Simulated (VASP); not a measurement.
Crystal: ZrO2.

```xyz
3
Lattice="0.0000 2.5350 2.5350 2.5350 0.0000 2.5350 2.5350 2.5350 0.0000" Properties=species:S:1:pos:R:3 pbc="T T T"
Zr    0.0000    0.0000    0.0000
O     1.2675    1.2675    1.2675
O     3.8025    3.8025    3.8025
```

Measurements of this composition are mostly on another form, of space group No. 14.

- Program: VASP 6.6.1
- Task: relaxation of cell and atoms
- Functional: PBE
- Potentials or basis: VASP PAW PBE potentials, release 64 (Zr_sv, O)
- Cutoff: 520 eV
- k mesh: 9 × 9 × 9
- Occupations: gaussian, width 0.1 eV
- Spin: no spin polarisation

At the start: pressure 7.1 GPa; volume 10.86 Å³/atom.

Q: How do energy, volume and symmetry change on relaxing?

A: Over 3 steps the energy falls by 6.7 meV/atom and the volume is 11.18 Å³/atom (+2.9 %); space group Fm-3m (No. 225, to 0.05 Å).

Step by step:
```
step  energy change (eV)  largest force (eV/Å)  pressure (GPa)  volume (Å³)
   1              0.0000                0.0000            7.07        32.58
   2              0.0190                0.0000           -8.84        34.89
   3             -0.0202                0.0000           -0.07        33.53
```

Final structure:
```cif
data_structure
_symmetry_space_group_name_H-M 'P 1'
_symmetry_Int_Tables_number 1
_cell_length_a 3.6194
_cell_length_b 3.6194
_cell_length_c 3.6194
_cell_angle_alpha 60.000
_cell_angle_beta 60.000
_cell_angle_gamma 60.000
_cell_volume 33.53
loop_
_atom_site_label
_atom_site_type_symbol
_atom_site_fract_x
_atom_site_fract_y
_atom_site_fract_z
_atom_site_occupancy
Zr1 Zr 0.00000 0.00000 0.00000 1
O1 O 0.25000 0.25000 0.25000 1
O2 O 0.75000 0.75000 0.75000 1
```
